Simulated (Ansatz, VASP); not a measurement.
## One calculation of Pt, two programs

```
CELL_PARAMETERS angstrom
2.73372 0.00000 0.00000
-1.36686 2.36747 0.00000
0.00000 0.00000 4.71550
ATOMIC_POSITIONS crystal
Pt 0.66667 0.33333 0.75000
Pt 0.33333 0.66667 0.25000
```

This isn't the form of Pt at room conditions, which is fcc.

Alike in both runs: functional PBE; dispersion D3(BJ); k mesh 18 × 18 × 10; occupations gaussian, width 0.1 eV; no spin polarisation.

Ansatz relaxed the structure, and its values are those at the end. VASP's run is a single point on that final structure, the one shown.

|  | VASP | Ansatz |
| --- | --- | --- |
| version | VASP 6.6.1 | Ansatz 0.2.0 |
| potentials or method | VASP PAW PBE potentials, release 64 (Pt) | scalar-relativistic, plane waves, PAW |
| plane-wave cutoff (eV) | 520 | 420 |
| valence electrons in the cell | 20 | 36 |

|  | VASP | Ansatz | Ansatz less VASP |
| --- | --- | --- | --- |
| gap on the k mesh at the Fermi level (eV) | none | none | - |
| pressure (GPa) | -0.5 | 0.0 | +0.51 |

A gap of «none» marks a metal or a gap that the smearing closes. With one functional, cell and mesh, what is left measures potentials, basis and numerics. The two sets of potentials don't hold the same shells in valence.

Caveats: pairwise dispersion overbinds metals, which lowers pressure and volume. The runs have no spin-orbit coupling, so splittings on Pt are missing.
